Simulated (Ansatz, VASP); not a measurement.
**I: VASP beside Ansatz**

```xyz
2
Lattice="1.8784 -1.0845 3.0732 0.0000 2.1690 3.0732 -1.8784 -1.0845 3.0732" Properties=species:S:1:pos:R:3 pbc="T T T"
I     0.0000    0.0000    2.3049
I     0.0000    0.0000   -2.3049
```

Change from the starting cell: volume scaled by 0.45, crystal datasets.

Alike in both runs: task single point; functional PBE; k mesh 11 × 11 × 11; occupations fermi-dirac, width 0.1 eV; no spin polarisation.

|  | VASP | Ansatz |
| --- | --- | --- |
| version | VASP 6.6.1 | Ansatz 0.2.0 |
| potentials or method | VASP PAW PBE potentials, release 64 (I), cutoff 520 eV | all-electron PAW with datasets made for the crystal, scalar-relativistic |

|  | VASP | Ansatz | Ansatz less VASP |
| --- | --- | --- | --- |
| pressure (GPa) | 111.1 | 111.1 | 0.00 |
| largest component of the traceless stress (GPa) | 0.28 | 0.28 | 0.000 |

Ansatz ran all-electron here, so the differences hold the error of VASP's frozen core and of both bases.

Caveats: the cell as given lies far from equilibrium; so large a pressure means that the cell lies far from this level's equilibrium, or that cutoff or potentials fall short (VASP). The runs have no spin-orbit coupling, so splittings on I are missing.
